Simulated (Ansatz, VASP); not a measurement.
**ZnSe (Stilleite) in VASP and in Ansatz**

The input POSCAR:

```
ZnSe
1.0
    0.0000000000      2.7746038672      2.7746038672
    2.7746038672      0.0000000000      2.7746038672
    2.7746038672      2.7746038672      0.0000000000
Zn Se
1 1
Direct
    0.0000000000      0.0000000000      0.0000000000
    0.2500000000      0.2500000000      0.2500000000
```

INCAR.step1

```
SYSTEM = ZnSe
PREC = Accurate
ENCUT = 520
ISMEAR = 0
SIGMA = 0.01
LREAL = .FALSE.
LASPH = .TRUE.
NELM = 60
NBANDS = 16
GGA = PE
ALGO = Normal
EDIFF = 1E-4
LWAVE = .TRUE.
LCHARG = .FALSE.
```

The input INCAR.step2:

```
SYSTEM = ZnSe
PREC = Accurate
ENCUT = 520
EDIFF = 1E-7
ISMEAR = 0
SIGMA = 0.01
LREAL = .FALSE.
LASPH = .TRUE.
NELM = 60
ALGO = Normal
ISIF = 2
LWAVE = .FALSE.
LCHARG = .TRUE.
METAGGA = R2SCAN
LMIXTAU = .TRUE.
LELF = .TRUE.
LVHAR = .TRUE.
NBANDS = 16
ISTART = 1
```

File KPOINTS:

```
regular mesh
0
G
  6 6 6
  0 0 0
```

Input for Ansatz:

```yaml
crystal:
  lattice:
    - [0.0, 2.7746038672, 2.7746038672]
    - [2.7746038672, 0.0, 2.7746038672]
    - [2.7746038672, 2.7746038672, 0.0]
  atoms:
    - { symbol: Zn, position: [0.0, 0.0, 0.0] }
    - { symbol: Se, position: [0.25, 0.25, 0.25] }
kpoints:
  mp_grid: { grid: [6, 6, 6] }
hamiltonian:
  xc: r2scan
scf:
  occupations: { method: fixed }
  n_extra_bands: 4
output:
  forces: true
  stress: true
  eigenvalues: true
```

Alike in both runs: task single point; functional r2SCAN; k mesh 6 × 6 × 6; no spin polarisation.

|  | VASP | Ansatz |
| --- | --- | --- |
| version | VASP 6.6.1 | Ansatz 0.2.0 |
| potentials or method | VASP PAW PBE potentials, release 64 (Zn, Se) | plane waves, PAW |
| plane-wave cutoff (eV) | 520 | 500 |
| occupations | gaussian, width 0.01 eV | fixed |
| valence electrons in the cell | 18 | 28 |

```tsv
	VASP	Ansatz	Ansatz less VASP
gap on the k mesh at the Fermi level (eV)	2.15	2.14	-0.009
pressure (GPa)	4.8	4.7	-0.14
```

The two sets of potentials don't hold the same shells in valence.

Caveats: the PAW data sets were made with another functional, which shifts forces and pressure a little (VASP). r2SCAN opens gaps a little over a GGA but as a rule still falls short of measured ones.
